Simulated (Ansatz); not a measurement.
Bands of GdN

```
CELL_PARAMETERS angstrom
0.00000 2.49950 2.49950
2.49950 0.00000 2.49950
2.49950 2.49950 0.00000
ATOMIC_POSITIONS crystal
Gd 0.00000 0.00000 0.00000
N 0.50000 0.50000 0.50000
```

Atoms are numbered in the order listed.

The cell is COD entry 9008638, as deposited and not checked against the literature; nothing was relaxed.

Semilocal functionals without a Hubbard term describe localised f shells poorly; where the shell is localised, the real material differs.

Other magnetic orders may lie lower; this is the state that the run reached.

Spin–orbit coupling is left out, though it moves levels of the heavy atoms by tenths of an eV or more.

Method: Ansatz 0.2.0, DFT, PBE, all-electron LAPW, scalar-relativistic.

Sampling and basis: a Γ-centred 13×13×13 k mesh, Fermi–Dirac smearing of 0.05 eV, basis error target 0.5 meV/atom, spin-polarised from start moments Gd1 7 μB, ending with a cell moment of 7.00 μB.

Points in fractions of the reciprocal vectors of this cell: Γ (0, 0, 0), X (0.5, 0, 0.5), U (0.625, 0.25, 0.625), K (0.375, 0.375, 0.75), L (0.5, 0.5, 0.5), W (0.5, 0.25, 0.75). The path joins them by straight lines in the order Γ–X–U–K–Γ–L–W–X; legs that retrace an earlier one aren't tabulated. Energies are in eV from the Fermi level.

Problem. Metal or insulator at this level of theory?

Solution. No gap opens: metallic or semimetallic.

Problem. Tabulate bands 16 to 21 of the spin-down channel, counted from the lowest band of the run, along the path.

Solution. 
```tsv
k (1/Å)	point	band 16	band 17	band 18	band 19	band 20	band 21
0.00	Γ	-0.94	-0.94	-0.94	1.58	2.11	2.11
0.18		-1.38	-0.98	-0.98	1.55	2.07	2.07
0.36		-2.20	-1.04	-1.04	1.43	2.00	2.00
0.54		-2.74	-1.08	-1.08	1.19	1.95	1.95
0.72		-2.71	-1.05	-1.05	0.84	1.93	1.94
0.90		-2.17	-0.99	-0.99	0.50	1.89	1.94
1.08		-1.51	-0.92	-0.92	0.26	1.86	1.92
1.26	X	-1.20	-0.90	-0.90	0.18	1.85	1.91
1.32		-1.21	-0.95	-0.91	0.24	1.85	1.91
1.38		-1.22	-1.10	-0.97	0.38	1.85	1.91
1.45		-1.30	-1.24	-1.06	0.56	1.85	1.91
1.51		-1.53	-1.27	-1.18	0.78	1.85	1.90
1.57		-1.78	-1.32	-1.30	1.01	1.85	1.89
1.64		-2.04	-1.47	-1.34	1.22	1.84	1.88
1.70	U	-2.29	-1.63	-1.38	1.39	1.84	1.86
1.81		-2.44	-1.68	-1.41	1.49	1.82	1.87
1.92		-2.59	-1.68	-1.47	1.58	1.78	1.88
2.03		-2.69	-1.65	-1.54	1.67	1.73	1.90
2.14		-2.69	-1.65	-1.54	1.67	1.73	1.90
2.25		-2.59	-1.68	-1.47	1.58	1.78	1.88
2.36		-2.44	-1.68	-1.41	1.49	1.82	1.87
2.47	K	-2.29	-1.63	-1.38	1.39	1.84	1.86
2.66		-2.97	-2.05	-1.48	1.69	1.79	1.84
2.85		-3.35	-2.30	-1.52	1.68	1.79	1.84
3.04		-3.31	-2.29	-1.45	1.56	1.84	1.86
3.23		-2.84	-2.03	-1.30	1.49	1.89	1.91
3.42		-2.08	-1.58	-1.12	1.49	1.96	1.98
3.61		-1.30	-1.13	-0.98	1.55	2.05	2.06
3.80	Γ	-0.94	-0.94	-0.94	1.58	2.11	2.11
3.96		-1.16	-1.04	-1.04	1.56	2.07	2.07
4.12		-1.71	-1.30	-1.30	1.52	2.00	2.00
4.27		-2.40	-1.64	-1.64	1.50	1.92	1.92
4.43		-3.08	-1.98	-1.98	1.54	1.87	1.87
4.58		-3.63	-2.27	-2.27	1.62	1.83	1.83
4.74		-4.00	-2.45	-2.45	1.68	1.81	1.81
4.89	L	-4.12	-2.51	-2.51	1.71	1.81	1.81
5.02		-4.03	-2.48	-2.45	1.71	1.80	1.81
5.15		-3.78	-2.37	-2.28	1.72	1.79	1.82
5.27		-3.43	-2.19	-2.05	1.72	1.77	1.84
5.40		-3.06	-1.95	-1.81	1.71	1.75	1.86
5.53		-2.76	-1.69	-1.60	1.70	1.72	1.89
5.65		-2.57	-1.49	-1.46	1.69	1.69	1.91
5.78	W	-2.50	-1.41	-1.41	1.68	1.68	1.92
5.87		-2.43	-1.41	-1.40	1.57	1.75	1.92
5.96		-2.22	-1.38	-1.36	1.40	1.80	1.91
6.05		-1.91	-1.32	-1.31	1.16	1.83	1.91
6.14		-1.55	-1.27	-1.21	0.85	1.84	1.91
6.23		-1.24	-1.22	-1.08	0.54	1.85	1.91
6.32		-1.21	-0.98	-0.95	0.29	1.85	1.91
6.41	X	-1.20	-0.90	-0.90	0.18	1.85	1.91
```
